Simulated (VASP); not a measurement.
# Sr: convergence with the smearing and k-mesh, part 2 of 4

Aim: find what the smearing and k-mesh change for Sr, and what they cost. The series runs use LDA. The atoms of the start are displaced at random from the sites of a P6_3/mmc cell.

VASP 6.6.1; LDA; plane waves and PAW (Sr_sv).

Still holding for the runs below: The k-mesh is coarse for a metal.

So far. Step 6 (Smearing: ISMEAR = 0, SIGMA = 0.5): Against the run before the energy at zero width moves by +3.59 meV an atom and the pressure by +0.03 GPa, after 11 cycles in 29 s. The entropy term T·S comes to 173.07 meV an atom in size.

The starting crystal is not the ambient structure of Sr (fcc); it is a model or a phase of other conditions.

## (7) Smearing: ISMEAR = 1, SIGMA = 0.01

INCAR

```
SYSTEM = Sr
PREC = Accurate
ENCUT = 400
EDIFF = 1E-06
NELM = 100
ISMEAR = 1
SIGMA = 0.01
LREAL = .FALSE.
ALGO = Normal
GGA = CA
NBANDS = 16
LORBIT = 11
LWAVE = .FALSE.
LCHARG = .FALSE.
KPAR = 2
ISIF = 2
```

POSCAR

```
Sr
1.0
    4.3100000000      0.0000000000      0.0000000000
   -2.1550000000      3.7325694903      0.0000000000
    0.0000000000      0.0000000000      7.0500000000
Sr
2
Direct
    0.3327760000      0.6660560000      0.2515000000
    0.6800400000      0.3374720000      0.7417400000
```

KPOINTS

```
Automatic mesh
0
Gamma
5 5 3
0 0 0
```

Potentials, in the order of the species: Sr_sv (PBE family, release 64).

Command:

```sh
> mpirun -np 2 vasp_std
```

Output:

```text
[... set-up lines as in an earlier step ...]
 entering main loop
       N       E                     dE             d eps       ncg     rms          rms(c)
DAV:   1     0.925995398000E+02    0.92600E+02   -0.84856E+03  1224   0.865E+02
DAV:   2     0.409328518506E+01   -0.88506E+02   -0.87269E+02  1576   0.211E+02
DAV:   3    -0.368285616654E+01   -0.77761E+01   -0.77666E+01  2384   0.432E+01
DAV:   4    -0.379388821277E+01   -0.11103E+00   -0.11101E+00  1544   0.552E+00
[...]
DAV:   9    -0.377791216700E+01   -0.68077E-04   -0.13706E-04  2296   0.594E-02    0.327E-02
DAV:  10    -0.377792185680E+01   -0.96898E-05   -0.15983E-05  1352   0.207E-02    0.964E-03
DAV:  11    -0.377792164966E+01    0.20714E-06   -0.16081E-06  1248   0.853E-03
   1 F= -.37779216E+01 E0= -.37779008E+01  d E =-.625197E-04
```

It took 24 s on 2 MPI ranks of AMD EPYC 7R43, shared host; peak memory 0.28 GiB.

Parts of OUTCAR (step 7):

```text
  Total       -1.0507600     -1.0834276     -1.0371260      0.0394714     -0.0035212     -0.0053381
  in kB      -14.8436193    -15.3051006    -14.6510187      0.5575951     -0.0497429     -0.0754084
  external PRESSURE =     -14.9332462 kB  Pullay stress =       0.0000000 kB

 POSITION                                       TOTAL-FORCE (eV/Angst)
 -----------------------------------------------------------------------------------
     -0.00109      2.48610      1.77308         0.012022      0.008749     -0.053456
      2.20372      1.25964      5.22927        -0.012022     -0.008749      0.053456
 -----------------------------------------------------------------------------------
    total drift:                                0.000002     -0.000001      0.000001

  FREE ENERGIE OF THE ION-ELECTRON SYSTEM (eV)
  ---------------------------------------------------
  free  energy   TOTEN  =        -3.7779216497 eV

  energy  without entropy=       -3.7778591300  energy(sigma->0) =       -3.77790081

[... 2 parts as in an earlier step ...]

[... 1 further part left out ...]
[key lines of the parts left out:]
E-fermi :   1.3199
```

Against the first of the series the energy at zero width moves by +0.01 meV an atom and the pressure by +0.02 GPa, after 11 cycles in 24 s. The entropy term T·S comes to 0.03 meV an atom in size.

## (8) Smearing: ISMEAR = 1, SIGMA = 0.05

INCAR, as its differences from that of step 7:

```diff
@@ -6,3 +6,3 @@
 ISMEAR = 1
-SIGMA = 0.01
+SIGMA = 0.05
 LREAL = .FALSE.
```

POSCAR is that of step 7.

KPOINTS is that of step 7.

Command:

```sh
> mpirun -np 2 vasp_std
```

Output:

```text
[... set-up lines as in an earlier step ...]
 entering main loop
       N       E                     dE             d eps       ncg     rms          rms(c)
DAV:   1     0.925990672688E+02    0.92599E+02   -0.84856E+03  1224   0.865E+02
DAV:   2     0.409282272195E+01   -0.88506E+02   -0.87248E+02  1576   0.211E+02
DAV:   3    -0.368354289320E+01   -0.77764E+01   -0.77666E+01  2384   0.432E+01
DAV:   4    -0.379455412487E+01   -0.11101E+00   -0.11101E+00  1544   0.552E+00
[...]
DAV:   9    -0.377876562154E+01   -0.66873E-04   -0.14086E-04  2288   0.599E-02    0.330E-02
DAV:  10    -0.377877528783E+01   -0.96663E-05   -0.15859E-05  1352   0.210E-02    0.826E-03
DAV:  11    -0.377877504198E+01    0.24585E-06   -0.14637E-06  1240   0.822E-03
   1 F= -.37787750E+01 E0= -.37781641E+01  d E =-.183292E-02
```

Elapsed: 19 s, on 2 MPI ranks; peak memory 0.27 GiB; 35 s of CPU time.

OUTCAR, selected parts (step 8):

```text
  Total       -1.0617491     -1.0883520     -1.1508020      0.0376733     -0.0019172     -0.0040214
  in kB      -14.9988584    -15.3746656    -16.2568684      0.5321942     -0.0270830     -0.0568085
  external PRESSURE =     -15.5434641 kB  Pullay stress =       0.0000000 kB

 POSITION                                       TOTAL-FORCE (eV/Angst)
 -----------------------------------------------------------------------------------
     -0.00109      2.48610      1.77308         0.009666      0.004182     -0.056572
      2.20372      1.25964      5.22927        -0.009666     -0.004182      0.056572
 -----------------------------------------------------------------------------------
    total drift:                                0.000002     -0.000001      0.000001

  FREE ENERGIE OF THE ION-ELECTRON SYSTEM (eV)
  ---------------------------------------------------
  free  energy   TOTEN  =        -3.7787750420 eV

  energy  without entropy=       -3.7769421223  energy(sigma->0) =       -3.77816407

[... 2 parts as in an earlier step ...]

[... 1 further part left out ...]
[key lines of the parts left out:]
E-fermi :   1.3218
```

Against the run before the energy at zero width moves by -0.13 meV an atom and the pressure by -0.06 GPa, after 11 cycles in 19 s. The entropy term T·S comes to 0.92 meV an atom in size.

## (9) Smearing: ISMEAR = 1, SIGMA = 0.1

INCAR, as its differences from that of step 8:

```diff
@@ -6,3 +6,3 @@
 ISMEAR = 1
-SIGMA = 0.05
+SIGMA = 0.1
 LREAL = .FALSE.
```

POSCAR is that of step 8.

KPOINTS is that of step 8.

Command:

```sh
> mpirun -np 2 vasp_std
```

Output:

```text
[... set-up lines as in an earlier step ...]
 entering main loop
       N       E                     dE             d eps       ncg     rms          rms(c)
DAV:   1     0.925984044906E+02    0.92598E+02   -0.84856E+03  1224   0.865E+02
DAV:   2     0.409338255793E+01   -0.88505E+02   -0.87237E+02  1576   0.211E+02
DAV:   3    -0.368516520799E+01   -0.77785E+01   -0.77649E+01  2384   0.432E+01
DAV:   4    -0.379623102922E+01   -0.11107E+00   -0.11101E+00  1544   0.552E+00
[...]
DAV:   9    -0.378022729646E+01   -0.66168E-04   -0.14338E-04  2288   0.606E-02    0.334E-02
DAV:  10    -0.378023649294E+01   -0.91965E-05   -0.15677E-05  1360   0.211E-02    0.840E-03
DAV:  11    -0.378023625060E+01    0.24234E-06   -0.14133E-06  1200   0.835E-03
   1 F= -.37802363E+01 E0= -.37797040E+01  d E =-.159672E-02
```

It took 27 s on 2 MPI ranks; peak memory 0.28 GiB; 50 s of CPU time.

From OUTCAR (step 9):

```text
  Total       -1.0771691     -1.1054720     -1.1591830      0.0405841     -0.0018752     -0.0046019
  in kB      -15.2166901    -15.6165127    -16.3752636      0.5733131     -0.0264905     -0.0650085
  external PRESSURE =     -15.7361555 kB  Pullay stress =       0.0000000 kB

 POSITION                                       TOTAL-FORCE (eV/Angst)
 -----------------------------------------------------------------------------------
     -0.00109      2.48610      1.77308         0.013225      0.005161     -0.056559
      2.20372      1.25964      5.22927        -0.013225     -0.005161      0.056559
 -----------------------------------------------------------------------------------
    total drift:                                0.000002     -0.000001      0.000001

  FREE ENERGIE OF THE ION-ELECTRON SYSTEM (eV)
  ---------------------------------------------------
  free  energy   TOTEN  =        -3.7802362506 eV

  energy  without entropy=       -3.7786395295  energy(sigma->0) =       -3.77970401

[... 2 parts as in an earlier step ...]

[... 1 further part left out ...]
[key lines of the parts left out:]
E-fermi :   1.3151
```

Against the run before the energy at zero width moves by -0.77 meV an atom and the pressure by -0.02 GPa, after 11 cycles in 27 s. The entropy term T·S comes to 0.80 meV an atom in size.

## (10) Smearing: ISMEAR = 1, SIGMA = 0.2

INCAR, as its differences from that of step 9:

```diff
@@ -6,3 +6,3 @@
 ISMEAR = 1
-SIGMA = 0.1
+SIGMA = 0.2
 LREAL = .FALSE.
```

POSCAR is that of step 9.

KPOINTS is that of step 9.

Command:

```sh
> mpirun -np 2 vasp_std
```

Output:

```text
[... set-up lines as in an earlier step ...]
 entering main loop
       N       E                     dE             d eps       ncg     rms          rms(c)
DAV:   1     0.925985303030E+02    0.92599E+02   -0.84856E+03  1224   0.865E+02
DAV:   2     0.409307844428E+01   -0.88505E+02   -0.87246E+02  1576   0.211E+02
DAV:   3    -0.368571383894E+01   -0.77788E+01   -0.77623E+01  2384   0.432E+01
DAV:   4    -0.379619833950E+01   -0.11048E+00   -0.11033E+00  1544   0.551E+00
[...]
DAV:   9    -0.378041310767E+01   -0.68460E-04   -0.12864E-04  2280   0.578E-02    0.345E-02
DAV:  10    -0.378042432469E+01   -0.11217E-04   -0.14987E-05  1328   0.209E-02    0.830E-03
DAV:  11    -0.378042418021E+01    0.14448E-06   -0.12858E-06  1200   0.822E-03
   1 F= -.37804242E+01 E0= -.37810599E+01  d E =0.190727E-02
```

The job ended after 25 s (2 MPI ranks; peak memory 0.29 GiB; 46 s of CPU time).

From OUTCAR (step 10):

```text
  Total       -1.1014401     -1.1283819     -1.1213014      0.0382066     -0.0019041     -0.0049394
  in kB      -15.5595552    -15.9401495    -15.8401271      0.5397282     -0.0268984     -0.0697760
  external PRESSURE =     -15.7799439 kB  Pullay stress =       0.0000000 kB

 POSITION                                       TOTAL-FORCE (eV/Angst)
 -----------------------------------------------------------------------------------
     -0.00109      2.48610      1.77308         0.014322      0.005578     -0.059535
      2.20372      1.25964      5.22927        -0.014322     -0.005578      0.059535
 -----------------------------------------------------------------------------------
    total drift:                                0.000002     -0.000001      0.000001

  FREE ENERGIE OF THE ION-ELECTRON SYSTEM (eV)
  ---------------------------------------------------
  free  energy   TOTEN  =        -3.7804241802 eV

  energy  without entropy=       -3.7823314459  energy(sigma->0) =       -3.78105994

[... 2 parts as in an earlier step ...]

[... 1 further part left out ...]
[key lines of the parts left out:]
E-fermi :   1.3080
```

Against the run before the energy at zero width moves by -0.68 meV an atom while the pressure stays within 0.01 GPa, after 11 cycles in 25 s. The entropy term T·S comes to 0.95 meV an atom in size.

## (11) Smearing: ISMEAR = 1, SIGMA = 0.5

INCAR, as its differences from that of step 10:

```diff
@@ -6,3 +6,3 @@
 ISMEAR = 1
-SIGMA = 0.2
+SIGMA = 0.5
 LREAL = .FALSE.
```

POSCAR is that of step 10.

KPOINTS is that of step 10.

Command:

```sh
> mpirun -np 2 vasp_std
```

Output:

```text
[... set-up lines as in an earlier step ...]
 entering main loop
       N       E                     dE             d eps       ncg     rms          rms(c)
DAV:   1     0.925924891366E+02    0.92592E+02   -0.84856E+03  1224   0.865E+02
DAV:   2     0.410456978486E+01   -0.88488E+02   -0.87257E+02  1576   0.211E+02
DAV:   3    -0.367413721563E+01   -0.77787E+01   -0.77627E+01  2384   0.432E+01
DAV:   4    -0.378320085693E+01   -0.10906E+00   -0.10895E+00  1544   0.549E+00
[...]
DAV:   9    -0.376955693701E+01   -0.71486E-04   -0.12098E-04  2320   0.568E-02    0.356E-02
DAV:  10    -0.376956728838E+01   -0.10351E-04   -0.13289E-05  1296   0.174E-02    0.143E-02
DAV:  11    -0.376956702659E+01    0.26180E-06   -0.16594E-06  1248   0.947E-03
   1 F= -.37695670E+01 E0= -.37760932E+01  d E =0.195785E-01
```

Elapsed: 18 s, on 2 MPI ranks; peak memory 0.28 GiB; 34 s of CPU time.

From OUTCAR (step 11):

```text
  Total       -1.0522437     -1.0774350     -1.2033235      0.0360161     -0.0018027     -0.0046940
  in kB      -14.8645790    -15.2204459    -16.9988171      0.5087836     -0.0254661     -0.0663096
  external PRESSURE =     -15.6946140 kB  Pullay stress =       0.0000000 kB

 POSITION                                       TOTAL-FORCE (eV/Angst)
 -----------------------------------------------------------------------------------
     -0.00109      2.48610      1.77308         0.014612      0.005640     -0.068064
      2.20372      1.25964      5.22927        -0.014612     -0.005640      0.068064
 -----------------------------------------------------------------------------------
    total drift:                                0.000002     -0.000001      0.000001

  FREE ENERGIE OF THE ION-ELECTRON SYSTEM (eV)
  ---------------------------------------------------
  free  energy   TOTEN  =        -3.7695670266 eV

  energy  without entropy=       -3.7891455582  energy(sigma->0) =       -3.77609320

[... 2 parts as in an earlier step ...]

[... 1 further part left out ...]
[key lines of the parts left out:]
E-fermi :   1.2308
```

Against the run before the energy at zero width moves by +2.48 meV an atom and the pressure by +0.01 GPa, after 11 cycles in 18 s. The entropy term T·S comes to 9.79 meV an atom in size.

## (12) Smearing: ISMEAR = -5

INCAR, as its differences from that of step 11:

```diff
@@ -5,4 +5,4 @@
 NELM = 100
-ISMEAR = 1
-SIGMA = 0.5
+ISMEAR = -5
+SIGMA = 0.05
 LREAL = .FALSE.
```

POSCAR is that of step 11.

KPOINTS is that of step 11.

Command:

```sh
> mpirun -np 2 vasp_std
```

Output:

```text
[... set-up lines as in an earlier step ...]
 entering main loop
       N       E                     dE             d eps       ncg     rms          rms(c)
DAV:   1     0.926316930843E+02    0.92632E+02   -0.84856E+03  1224   0.865E+02
DAV:   2     0.409396934371E+01   -0.88538E+02   -0.87535E+02  1576   0.211E+02
DAV:   3    -0.368025347128E+01   -0.77742E+01   -0.77742E+01  2384   0.433E+01
DAV:   4    -0.379086063294E+01   -0.11061E+00   -0.11066E+00  1544   0.551E+00
[...]
DAV:  10    -0.377504614953E+01   -0.77103E-05   -0.16574E-05  1336   0.203E-02    0.109E-02
DAV:  11    -0.377504740338E+01   -0.12538E-05   -0.19661E-06  1224   0.882E-03    0.143E-03
DAV:  12    -0.377504691112E+01    0.49226E-06   -0.19233E-07  1024   0.282E-03
   1 F= -.37750469E+01 E0= -.37750469E+01  d E =0.000000E+00
 -----------------------------------------------------------------------------
|                                                                             |
|           W    W    AA    RRRRR   N    N  II  N    N   GGGG   !!!           |
|           W    W   A  A   R    R  NN   N  II  NN   N  G    G  !!!           |
|           W    W  A    A  R    R  N N  N  II  N N  N  G       !!!           |
|           W WW W  AAAAAA  RRRRR   N  N N  II  N  N N  G  GGG   !            |
|           WW  WW  A    A  R   R   N   NN  II  N   NN  G    G                |
|           W    W  A    A  R    R  N    N  II  N    N   GGGG   !!!           |
|                                                                             |
|     Tetrahedron method does not include variations of the Fermi             |
|     occupations, so forces and stress will be inaccurate. We suggest        |
|     using a different smearing scheme ISMEAR = 1 or 2 for metals in         |
|     relaxations.                                                            |
|                                                                             |
 -----------------------------------------------------------------------------
```

Run time: 22 s. Hardware: 2 MPI ranks; peak memory 0.28 GiB.

From OUTCAR (step 12):

```text
  Total       -1.0660484     -1.0952801     -1.2991750      0.0422117     -0.0022902     -0.0058321
  in kB      -15.0595923    -15.4725358    -18.3528690      0.5963056     -0.0323531     -0.0823870
  external PRESSURE =     -16.2949990 kB  Pullay stress =       0.0000000 kB

 POSITION                                       TOTAL-FORCE (eV/Angst)
 -----------------------------------------------------------------------------------
     -0.00109      2.48610      1.77308         0.016784      0.006399     -0.051194
      2.20372      1.25964      5.22927        -0.016784     -0.006399      0.051194
 -----------------------------------------------------------------------------------
    total drift:                                0.000002     -0.000001      0.000001

  FREE ENERGIE OF THE ION-ELECTRON SYSTEM (eV)
  ---------------------------------------------------
  free  energy   TOTEN  =        -3.7750469111 eV

  energy  without entropy=       -3.7750469111  energy(sigma->0) =       -3.77504691

[... 2 parts as in an earlier step ...]

[... 1 further part left out ...]
[key lines of the parts left out:]
E-fermi :   1.3198
```

With tetrahedra the forces and stress of a metal are not exact derivatives of the energy.

Against the first of the series the energy at zero width moves by +1.44 meV an atom and the pressure by -0.12 GPa, after 12 cycles in 22 s.

## (13) The smearing series as a table

This step: convergence of LDA results with the smearing; plane waves and PAW (VASP 6.6.1).

Derived from the runs above.

One cell and one 5×5×3 mesh. Free energy against width, by row:

```
Gaussian width σ (eV)  free energy less that at the narrowest width (meV/atom)
                 0.01                                                        0
                 0.05                                                    -1.75
                  0.1                                                    -5.04
                  0.2                                                    -15.4
                  0.5                                                   -85.36
```

Differences are taken from the run with ISMEAR = 0, SIGMA = 0.01. Results of the series, by row:

```
                 setting     status  energy less the reference (meV/atom)  pressure (GPa)  largest force difference (meV/Å)  SCF cycles  wall time (s)
ISMEAR = 0, SIGMA = 0.01  converged                                     0          -1.512                                 0          11             27
ISMEAR = 0, SIGMA = 0.05  converged                               -0.4697          -1.566                             2.471          11             20
 ISMEAR = 0, SIGMA = 0.1  converged                                -1.294          -1.573                             3.871          11           19.4
 ISMEAR = 0, SIGMA = 0.2  converged                                -2.537          -1.563                             6.929          11             24
 ISMEAR = 0, SIGMA = 0.5  converged                                  1.05          -1.531                             13.17          11             29
ISMEAR = 1, SIGMA = 0.01  converged                               0.01213          -1.493                             1.626          11             24
ISMEAR = 1, SIGMA = 0.05  converged                               -0.1195          -1.554                             3.181          11           18.6
 ISMEAR = 1, SIGMA = 0.1  converged                               -0.8895          -1.574                             2.829          11             27
 ISMEAR = 1, SIGMA = 0.2  converged                                -1.567          -1.578                             4.825          11             25
 ISMEAR = 1, SIGMA = 0.5  converged                                0.9159          -1.569                             13.35          11             18
             ISMEAR = -5  converged                                 1.439          -1.629                             6.388          12             22
```

(Continued in part 3 of 4.)

[Lines on the potential files, build, host, timing and source positions are cut from VASP's logs without a mark.]

[Logs are printed without paths, hosts, clocks, repeated set-up lines and the standing remarks that a program may print on its own settings, such as how far it seeks lower states.]

[Hosts, paths, dates, database ids (printed as entryN), source tags and the programs' standing remarks are cut or masked in the printed files.]

[A measured line is paired with the nearest computed mode of its activity, which favours agreement.]

[In band tables of VASP the shares of atoms and orbitals are scaled to a sum of 1 inside the atoms' spheres.]
